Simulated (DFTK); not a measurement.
Fe:

```xyz
1
Lattice="-1.4430 1.4430 1.4430 1.4430 -1.4430 1.4430 1.4430 1.4430 -1.4430" Properties=species:S:1:pos:R:3 pbc="T T T"
Fe    0.0000    0.0000    0.0000
```

Base run:

```yaml
Program: DFTK 0.8.2
Functional: PBEsol
Potentials_or_basis: SPMS 1.0 (PBE)
Cutoff: 1225 eV
k_mesh: 13 × 13 × 13
Occupations: fermi-dirac, width 0.05 eV
Spin: collinear spin, ferromagnetic start
Starting_moments: "[3.0] μB"
```

Its results: band gap on the k mesh none (metal or under the smearing width); pressure -17.7 GPa; net moment 2.30 μB per cell; site moments Fe +2.30 μB.

Question: The run is repeated on the same cell with these changes: functional from PBEsol to PBE. What comes out?

Answer: Band gap on the k mesh none (metal or under the smearing width); pressure -5.8 GPa; net moment 2.40 μB per cell; site moments Fe +2.40 μB.

PBE binds less tightly than PBEsol, so the same cell stands under more pressure.

Caveats: so large a pressure means that the cell lies far from this level's equilibrium, or that cutoff or potentials fall short (some runs); the potentials were made for another functional, which shifts forces and pressure (some runs).
